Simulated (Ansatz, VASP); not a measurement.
**Cross-check of BiN between VASP and Ansatz**

Aim: how closely do two programs agree when they are given the same cell, functional and k mesh? The cell is generated by rule, not measured, and may not be a known phase. The cell is taken from a series of runs on this material, whose earlier steps may have relaxed, scaled, displaced or heated it; both programs get it as it stands.

Main program and level: Ansatz 0.2.0; plane waves, with VASP 6.6.1 beside it; zone-centre phonons at PBEsol.

The structure was built from a prototype and need not be the compound's stable phase.

## Step 1: Set-up

The structure is orthorhombic, space group Cmmm (No. 65). Conventional cell: a = 6.298 Å, b = 6.559 Å, c = 3.125 Å, α = 90.00°, β = 90.00°, γ = 90.00°. Nearest to Bi lie 4 N at 2.53 Å. Nearest to N lie 4 Bi at 2.53 Å. Farther neighbours and most contacts between anions are not listed.

## Step 2: Ansatz: zone-centre phonons, PBEsol

Ansatz runs on its default PAW (the set named soft_2) files.

Second derivatives magnify differences that forces hide, and they need a tight electronic threshold.

input.yaml reads:

```yaml
crystal:
  lattice:
    - [3.1488437711, -3.2795111936, 0.0]
    - [3.1488437711, 3.2795111936, 0.0]
    - [0.0, 0.0, 3.1248635758]
  atoms:
    - { symbol: Bi, position: [0.7348714145, 0.7348714145, 0.0] }
    - { symbol: Bi, position: [0.2651285855, 0.2651285855, 0.0] }
    - { symbol: "N", position: [0.2964616888, 0.7035383112, 0.5] }
    - { symbol: "N", position: [0.7035383112, 0.2964616888, 0.5] }
kpoints:
  mp_grid: { grid: [8, 8, 12] }
hamiltonian:
  xc: pbesol
scf:
  occupations: { method: methfessel_paxton, width: 0.15 }
output:
  eigenvalues: true
phonons:
  method: dfpt
```

Launch:

```bash
> ansatz run input.yaml --threads 4 --pin off --max-ram 7168MiB --backend cpu --events-out ev --progress --plain --runs-dir out
```

Numbers of over 12 decimals in the logs are rounded to 6 here.

What it wrote:

```text
zone centre: on kpoints.mp_grid the ground state, and the responses unless they are solved on pairs of k-points, stand on 238 of the mesh's 768 k-points, reduced under 2 symmetry operations, with k and −k counted as one. Each operation leaves every solved displacement unchanged or reverses it
Engine: ansatz 0.2.0, aarch64-unknown-linux-gnu
Pseudopotentials: kind: paw
Pseudopotential: Bi, paw, valence charge 15, recommended cutoff 420 eV (normal), Bi.paw.azcp
Pseudopotential: N, paw, valence charge 5, recommended cutoff 420 eV (normal), N.paw.azcp
Functional definition: PBEsol
  exchange = pbesol_x
  correlation = pbesol_c
Crystal: 4 atoms, lattice volume = 64.539 Å³
Basis set: ecut = 420 eV, 1243 PW (Γ), exchange–correlation on 64×64×48 points (8 copies of the dense FFT grid, shifted against one another)
Bands: 24, of which v1, the nominal top of the filled ones, is band 20 counted from 1 (19 counted from 0)
Symmetry: 8 space group operations
k-points: 238 of 768 (irreducible under 2 space group operations, time reversal used)
Non-local potential: Bi, projectors of the file, l = 0: 2, l = 1: 2, l = 2: 2, l = 3: 2
Non-local potential: N, projectors of the file, l = 0: 2, l = 1: 2, l = 2: 1
PAW form: soft (Blöchl's): semilocal exchange-correlation on the pseudo side does not see the compensation charge
PAW frozen core: Bi, regenerated for the run's functional, and the local potential with it (the file was generated under x = pbe(κ = 0.804, μ = 0.219515), c = pbe(β = 0.066725))
PAW frozen core: N, regenerated for the run's functional, and the local potential with it (the file was generated under x = pbe(κ = 0.804, μ = 0.219515), c = pbe(β = 0.066725))
PAW one-centre angular grid: Bi, 590 points (default); XC on 64 Gauss nodes
PAW one-centre angular grid: N, 110 points (default); XC on 64 Gauss nodes
Initial density: superposition of atomic densities (neutral atoms: chi_scale 0, normalization atom), corrected by the library's trained network
Initial wavefunctions: pseudopotential atomic-orbital guess
Functional: x = pbesol(κ = 0.804, μ = 0.123457), c = pbesol(β = 0.046)
SCF iter   1: F=—  HF=-25236.239193 eV  |F-HF|=—  |Δ(HF+E_count)|=         —  Δρ=1.36e-2  dr2=1.51e-1  ethr=1.77e-3  ⟨swp⟩=5.4  Hψ=24942  notcnv=0
preconditioner: auto → Kerker (q_TF=auto, 2.519 Å⁻¹)  [metal: Δε(μ)=0.014 eV  Ē_g=17.338 eV  σ=0.150 eV  W_gap=0.08  n_scr=18 (ndim 8)  ℏωp=29.2 eV  f_vac=0.000  D(μ)=1.29/eV (n_scr^D=4)]
SCF iter   2: F=—  HF=-25236.217474 eV  |F-HF|=—  |Δ(HF+E_count)|=   2.17e-2  S|Δr|=    0.00e0  Δρ=6.21e-3  dr2=3.47e-2  ethr=3.78e-4  ⟨swp⟩=1.0  Hψ=7625  notcnv=0
SCF iter   3: F=—  HF=-25236.211159 eV  |F-HF|=—  |Δ(HF+E_count)|=   6.31e-3  S|Δr|=    0.00e0  Δρ=7.95e-4  dr2=5.07e-4  ethr=8.68e-5  ⟨swp⟩=2.0  Hψ=6722  notcnv=0
SCF iter   4: F=—  HF=-25236.211073 eV  |F-HF|=—  |Δ(HF+E_count)|=   8.54e-5  S|Δr|=    0.00e0  Δρ=1.18e-4  dr2=8.07e-6  ethr=1.27e-6  ⟨swp⟩=2.1  Hψ=7659  notcnv=0
SCF iter   5: F=—  HF=-25236.211058 eV  |F-HF|=—  |Δ(HF+E_count)|=   1.52e-5  S|Δr|=    0.00e0  Δρ=4.17e-5  dr2=1.75e-6  ethr=2.02e-8  ⟨swp⟩=2.4  Hψ=9193  notcnv=0
SCF iter   6: F=—  HF=-25236.211060 eV  |F-HF|=—  |Δ(HF+E_count)|=   2.42e-6  S|Δr|=    0.00e0  Δρ=9.58e-6  dr2=6.36e-8  ethr=4.37e-9  ⟨swp⟩=2.6  Hψ=10822  notcnv=0
SCF iter   7: F=—  HF=-25236.211060 eV  |F-HF|=—  |Δ(HF+E_count)|=  1.82e-11  S|Δr|=    0.00e0  Δρ=2.17e-6  dr2=3.85e-9  ethr=1.59e-10  ⟨swp⟩=2.6  Hψ=8410  notcnv=0
SCF iter   8: F=—  HF=-25236.211060 eV  |F-HF|=—  |Δ(HF+E_count)|=  2.04e-10  S|Δr|=    0.00e0  Δρ=4.68e-7  dr2=1.94e-10  ethr=9.62e-12  ⟨swp⟩=2.2  Hψ=7527  notcnv=0
SCF iter   9: F=-25236.211060 eV  HF=-25236.211060 eV  |F-HF|=0.00e0  |Δ(HF+E_count)|=  7.28e-12  S|Δr|=    0.00e0  Δρ=1.13e-7  dr2=8.86e-12  ethr=1.00e-12  ⟨swp⟩=5.1  Hψ=33322  notcnv=0
the search or the solves at the SCF's close seem to have found levels that the self-consistency loop had missed (the run counts 1). By its estimate they hold under 1e-12 electrons; where the run keeps them, the occupations were computed again with them
SCF 1 converged in 9 iterations: F = -25236.211060 eV  dr2 = 8.86e-12
  greatest PAW one-centre occupation: 0.990 electrons in one spin orbital (limit 2), on the Bi atom at site 1 (counted from 0), in its partial waves of l = 2
DFPT response loops at Γ: preconditioner auto → Kerker (q_TF=auto, 2.519 Å⁻¹) (partly filled bands, converged f_vac=0.000); β = 1.00, the filter's whole step (`scf.mixing.beta` (0.50) is not read by the response loops under this deck's `scf.mixing.preconditioner`; to damp them name `kerker` or `kerker_dos`, under which they read `scf.mixing.beta`, and type it under 1.00, their step now; both keys bind the ground state too); Broyden in place of MSR1
SCF converged after 9 iterations
Stability not checked: this state was not tested for a lower state beside it, because cold or Methfessel-Paxton smearing, or corrected tetrahedra, fill the levels in a way that the test cannot read (fill_not_monotonic; see scf.lower_state_search)
Free energy (F): -25236.211060 eV
Harris-Foulkes:  -25236.211060 eV  (|F-HF|=0.00e0)
Internal energy: -25236.210369 eV  (E = F + TS)
E sigma→0 (E₀):  -25236.210888 eV
Entropy (-TS):   -0.000692 eV (-0.173 meV/atom)
Fermi energy:    13.439648 eV
--- Per-component energies (eV) ---
  E_band       = -53.719142
  E_kinetic    = 855.073565
  E_local      = -2781.878336  (includes V_loc(G=0)·N_el)
  E_nonlocal   = 1222.114800
  E_hartree    = 851.091348
  E_xc         = -419.772171
  E_vxc        = -440.266052  (∫ρ·V_xc dr)
  E_paw        = -21261.867209  (= ΣΔE_a)
  E_vpaw       = -610.945086  (= ΣTr[D̂ρ^β])
  E_aug_tail   = -0.000779  (compensation charges beyond the density's cutoff)
  E_ewald      = -3701.207288
  E_core_change = 0.235702  (= ΣΔE_core)
  E_smearing   = -0.000692  (= −TS)
  E_closure    = -0.000000  (closes the sum)
  Σ components = -25236.211060   (vs F -25236.211060, Δ=0.00e0)
--- Band table (eV; the first three rows and the last of 238) ---
  k-point 0: bands = [... 16 lower, 11.3096, 11.5527, 11.6689, 13.0230, 16.0181, 17.2192, 19.5195, 20.6991]
  k-point 1: bands = [... 16 lower, 11.1905, 11.6287, 11.7291, 12.8158, 15.9921, 16.9463, 19.4990, 19.5071]
  k-point 2: bands = [... 16 lower, 10.9725, 11.8134, 11.8740, 12.3375, 15.7536, 16.1974, 17.4977, 17.9206]
  k-point 237: bands = [... 16 lower, 7.7531, 7.8393, 12.9387, 13.1755, 16.1641, 16.9928, 17.0937, 17.0939]
--- Phonons (Γ-DFPT): 6 representative perturbations + reference, on 238 of 768 k-points (Σ response iterations 18) ---
  k mesh reduced under 2 symmetry operations, with k and −k counted as one. Each operation leaves every solved displacement unchanged or reverses it
  ASR residual: 4.337e-5 → 0.000e0 eV/Å²; symmetrization residual: 8.988e-6 eV/Å²
  ASR residual per site (eV/Å²): 4.34e-5 4.34e-5 5.16e-6 5.16e-6
  Γ frequencies (cm⁻¹): -226.86 -212.57 -165.72 -148.19 -79.09 0.00 0.00 0.00 112.05 136.35 143.28 395.81
  non-analytic LO–TO correction: not included (Born effective charges unavailable; polar crystals: no LO–TO splitting at Γ)
```

The column dr2 measures how far the density is from self-consistency, as an energy; F and HF (Harris–Foulkes) agree once it is small.

(Continued in part 2 of 3.)

[Lines on the potential files, build, host, timing and source positions are cut from VASP's logs without a mark.]

[Logs are printed without paths, hosts, clocks, repeated set-up lines and the standing remarks that a program may print on its own settings, such as how far it seeks lower states.]

[Hosts, paths, dates, database ids (printed as entryN), source tags and the programs' standing remarks are cut or masked in the printed files.]
